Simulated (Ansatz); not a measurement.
This P structure is the end of a relaxation. The cell was found from a structure generator's guess, not taken from experiment.

The calculation used DFT PBE, scalar-relativistic, plane waves, PAW (Ansatz 0.2.0). Cutoff 420 eV, Γ-centred mesh, Gaussian smearing, no spin polarisation.

```
CELL_PARAMETERS angstrom
0.00000 4.87457 4.87457
4.87457 0.00000 4.87457
4.87457 4.87457 0.00000
ATOMIC_POSITIONS crystal
P 0.75000 0.75000 0.75000
P 0.24466 0.24466 0.75534
P 0.24466 0.75534 0.75534
P 0.75534 0.24466 0.24466
P 0.24466 0.75534 0.24466
P 0.75534 0.24466 0.75534
P 0.25000 0.25000 0.25000
P 0.75534 0.75534 0.24466
P 0.00000 0.50000 0.00000
P 0.50000 0.50000 0.00000
P 0.00000 0.50000 0.50000
P 0.50000 0.00000 0.50000
P 0.00000 0.00000 0.50000
P 0.50000 0.00000 0.00000
P 0.00000 0.00000 0.00000
```

Energies count from the standard state of P at the same level. The references include black phosphorus.

**Question.** What space group does it have?

**Answer.** Fm-3m (No. 225). Conventional cell: a = 9.749 Å. P on a site of symmetry -43m has 6 P at 2.44 Å; P on a site of symmetry 4mm has 5 P at 2.39–2.44 Å; around P on a site of symmetry mmm lie 6 P at 2.44 Å; around P on a site of symmetry m-3m lie 6 P at 2.39 Å.

**Question.** How far does it lie from the standard state of P?

**Answer.** +0.17 eV/atom. So it is a metastable form at best.

**Question.** Is it a metal?

**Answer.** Yes, bands cross the Fermi level on the 8×8×8 mesh.

**Question.** From what recipe could a structure generator have reached it?

**Answer.** One such recipe: 5-, 6-connected net of one element (Fm-3m, No. 225). Other recipes can lead to the same cell.

The last run used an 8×8×8 mesh for its 15-atom cell and Gaussian smearing of 0.10 eV. The reference form of P is held partly by dispersion forces, which this level lacks. A structure relaxed within its symmetry needn't be a true minimum.
